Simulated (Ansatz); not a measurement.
I need a relaxation of cell and ions of SnSe, space group Fm-3m. Use Ansatz 0.2.0 through its Python package. Level of theory: PBEsol, PAW, the default cutoff (420 eV here), 6×6×6 k-points, fixed occupations.

```
Sn Se
1.0
     0.00000    3.01000    3.01000
     3.01000    0.00000    3.01000
     3.01000    3.01000    0.00000
Sn Se
1 1
Direct
  0.00000 0.00000 0.00000
  0.50000 0.50000 0.50000
```

Script `snse.py`:
```python
"""Variable-cell relaxation of SnSe."""

import argparse

import ansatz
from ase import Atoms
from ase.data import atomic_numbers
from ase.io import write
import numpy as np
from pymatgen.core import Structure
from pymatgen.core import Lattice, Structure
from pymatgen.io.ase import AseAtomsAdaptor
from pymatgen.symmetry.analyzer import SpacegroupAnalyzer
import spglib

parser = argparse.ArgumentParser(description="Variable-cell relaxation of SnSe.")
parser.add_argument("--kmesh", type=int, nargs=3, required=True, help="k-point sampling")
parser.add_argument("--xc", default="PBEsol", help="exchange-correlation functional")
parser.add_argument("--force-tol", type=float, default=0.005, help="force threshold (eV/A)")
args = parser.parse_args()

def edges_and_angles(cell):
    cell = np.asarray(cell)
    a, b, c = np.linalg.norm(cell, axis=1)
    cosines = cell[1] @ cell[2] / (b * c), cell[0] @ cell[2] / (a * c), cell[0] @ cell[1] / (a * b)
    return (a, b, c, *np.degrees(np.arccos(cosines)))


def main() -> None:
    pmg_structure = Structure(
        Lattice([(0.0, 3.01, 3.01), (3.01, 0.0, 3.01), (3.01, 3.01, 0.0)]),
        ["Sn", "Se"],
        [
            (0.0, 0.0, 0.0),
            (0.5, 0.5, 0.5),
        ],
    )
    cell = ansatz.Crystal.from_ase(AseAtomsAdaptor.get_atoms(pmg_structure))

    # only the volume may change
    calculation = (
        cell.calculation()
        .occupations(ansatz.OccupationsMethod.FIXED)
        .kpoints(*args.kmesh, center="gamma")
        .functional(args.xc)
        .relax(force_tolerance=args.force_tol, fix_cell=["shape"])
        .band_table()
    )
    steps = []


    def collect(event):
        if event["event"] == "relax_step":
            steps.append(event["data"])


    res = calculation.session().plan().execute(on_event=collect)
    r = res.report
    for s in steps:
        flag = "" if s["accepted"] else "  (rejected)"
        print("step %2d  E = %.5f eV  largest force component = %.4f eV/A%s" % (s["step"], s["lagrangian_ev"], s["allowed_force_max_ev_ang"], flag))

    first, last = steps[0], steps[-1]
    symbols = [site.symbol for site in res.lattice.sites]
    print(f"energy gained {first['lagrangian_ev'] - last['lagrangian_ev']:.4f} eV in {len(steps) - 1} steps")
    for label, vectors in (("before", first["cell_ang"]), ("after", res.lattice.cell_ang)):
        print(label, "a b c (A) {:.4f} {:.4f} {:.4f}  angles {:.2f} {:.2f} {:.2f}".format(*edges_and_angles(vectors)), f" V = {abs(np.linalg.det(vectors)):.3f} A^3")
    print("final stress xx yy zz (GPa, compression positive):", np.round(np.diag(r["stress_gpa"]), 3) + 0.0)

    relaxed = Atoms(symbols, positions=[site.position_ang for site in res.lattice.sites], cell=res.lattice.cell_ang, pbc=True)
    write("relaxed.vasp", relaxed, format="vasp")

    change = np.array(last["positions_ang"]) @ np.linalg.inv(last["cell_ang"]) - np.array(first["positions_ang"]) @ np.linalg.inv(first["cell_ang"])
    moved = np.linalg.norm(change @ np.array(last["cell_ang"]), axis=1)
    print("displacement within the cell, strain taken out (A):", " ".join(f"{s}:{d:.3f}" for s, d in zip(symbols, moved)))

    fractions = [site.position_frac for site in res.lattice.sites]
    numbers = [atomic_numbers[s] for s in symbols]
    for tolerance in (1e-3, 1e-2, 1e-1):
        print(f"space group at {tolerance} A:", spglib.get_spacegroup((res.lattice.cell_ang, fractions, numbers), symprec=tolerance))

    print("atom   start x y z (A)              end x y z (A)")
    for symbol, a, b in zip(symbols, first["positions_ang"], last["positions_ang"]):
        print(f"{symbol:3s}", " ".join(f"{v:8.4f}" for v in a), "  ", " ".join(f"{v:8.4f}" for v in b))

    energy = r["free_energy_ev"]
    print("F of the SnSe cell: {:.6f} eV = {:.6f} Ry = {:.6f} Ha".format(energy, energy / 13.605693, energy / 27.211386))
    print("Fermi level {:.4f} eV, {} k-points, {} symmetry operations".format(r["fermi_energy_ev"], r["n_kpoints"], r["n_symmetry_ops"]))

    final = Structure(res.lattice.cell_ang, [s.symbol for s in res.lattice.sites], [s.position_frac for s in res.lattice.sites])
    analyser = SpacegroupAnalyzer(final, symprec=0.01)
    standard = analyser.get_conventional_standard_structure()
    print(analyser.get_crystal_system(), analyser.get_space_group_symbol(), len(standard), "atoms in the conventional cell")
    print("a b c (A):", [round(x, 4) for x in standard.lattice.abc], " angles:", [round(x, 2) for x in standard.lattice.angles])
    print(f"mass density {float(final.density):.3f} g/cm^3")

    print("band  energy (eV)  occupation (first spin channel), at k =", r["kpoints_frac"][0])
    for band, (e, occ) in enumerate(zip(r["eigenvalues_ev"][0], r["occupations"][0]), start=1):
        print(f"{band:4d} {e:12.4f} {occ:9.4f}")


if __name__ == "__main__":
    main()
```

Output of `python snse.py --kmesh 6 6 6`:
```text
DeckWarning: basis.ecutwfc = 420 eV, auto-derived from the records' recommended cutoffs: set by Sn (normal level)
step  1  E = -11374.86898 eV  largest force component = 0.0000 eV/A
step  2  E = -11374.88296 eV  largest force component = 0.0000 eV/A
step  3  E = -11374.88648 eV  largest force component = 0.0000 eV/A
step  4  E = -11374.88651 eV  largest force component = 0.0000 eV/A
step  5  E = -11374.88613 eV  largest force component = 0.0000 eV/A
energy gained 0.0171 eV in 4 steps
before a b c (A) 4.2568 4.2568 4.2568  angles 60.00 60.00 60.00  V = 54.542 A^3
after a b c (A) 4.1952 4.1952 4.1952  angles 60.00 60.00 60.00  V = 52.208 A^3
final stress xx yy zz (GPa, compression positive): [-0.003 -0.003 -0.003]
displacement within the cell, strain taken out (A): Sn:0.000 Se:0.000
space group at 0.001 A: Fm-3m (225)
space group at 0.01 A: Fm-3m (225)
space group at 0.1 A: Fm-3m (225)
atom   start x y z (A)              end x y z (A)
Sn    0.0000   0.0000   0.0000      0.0000   0.0000   0.0000
Se    3.0100   3.0100   3.0100      2.9664   2.9664   2.9664
F of the SnSe cell: -11374.886125 eV = -836.038717 Ry = -418.019359 Ha
Fermi level 9.4561 eV, 16 k-points, 48 symmetry operations
cubic Fm-3m 8 atoms in the conventional cell
a b c (A): [5.9329, 5.9329, 5.9329]  angles: [90.0, 90.0, 90.0]
mass density 6.287 g/cm^3
band  energy (eV)  occupation (first spin channel), at k = [0.0, 0.0, 0.0]
   1     -38.2925    2.0000
   2     -38.2925    2.0000
   3     -38.2906    2.0000
   4     -38.2906    2.0000
   5     -38.2906    2.0000
   6     -11.9397    2.0000
   7     -11.9397    2.0000
   8     -11.9376    2.0000
   9     -11.9376    2.0000
  10     -11.9376    2.0000
  11      -4.6237    2.0000
  12       4.6021    2.0000
  13       7.2555    2.0000
  14       7.2555    2.0000
  15       7.2555    2.0000
  16      14.0259    0.0000
  17      14.0259    0.0000
  18      14.0259    0.0000
  19      15.3323    0.0000
```
(Warnings from the package without file and line.)

File `relaxed.vasp` afterwards:
```text
Sn Se
 1.0000000000000000
    -0.0000000000000000    2.9664458077680207    2.9664458077680207
     2.9664458077680207    0.0000000000000000    2.9664458077680207
     2.9664458077680207    2.9664458077680207   -0.0000000000000000
 Sn  Se
   1   1
Cartesian
  0.0000000000000000  0.0000000000000000  0.0000000000000000
  2.9664458077680207  2.9664458077680207  2.9664458077680207
```

Total energies depend on the potentials; only differences at equal settings carry meaning. A total without «per atom» is that of the cell as typed. Forces vanish by symmetry, so the ions can't move, and the end may be a saddle. The computed bands are complete only to about 4.5 eV above the Fermi level. Under fixed occupations the level called the Fermi level is the highest filled one on the SCF mesh; off the mesh a filled band can lie a little above it. An absolute Fermi energy rests on an arbitrary zero of the periodic potential and has no direct meaning. Energies along a relaxation are free energies. Rows at an unchanged volume are solved on a plane-wave basis chosen afresh for that cell, so the energy jumps there and such rows are no steps of the walk. Edges and angles are those of the cell as typed, here a primitive one, not of the conventional cell. The starting cell is as deposited in a crystallographic database; the results hold for this polymorph, which needn't be the stable one. Gaps and levels are Kohn-Sham values on a finite set of k-points, without spin-orbit coupling. The whole script took 6.8 s on 1 thread of Intel(R) Xeon(R) Processor @ 2.30GHz, with other jobs on the host, peak memory 0.58 GiB.
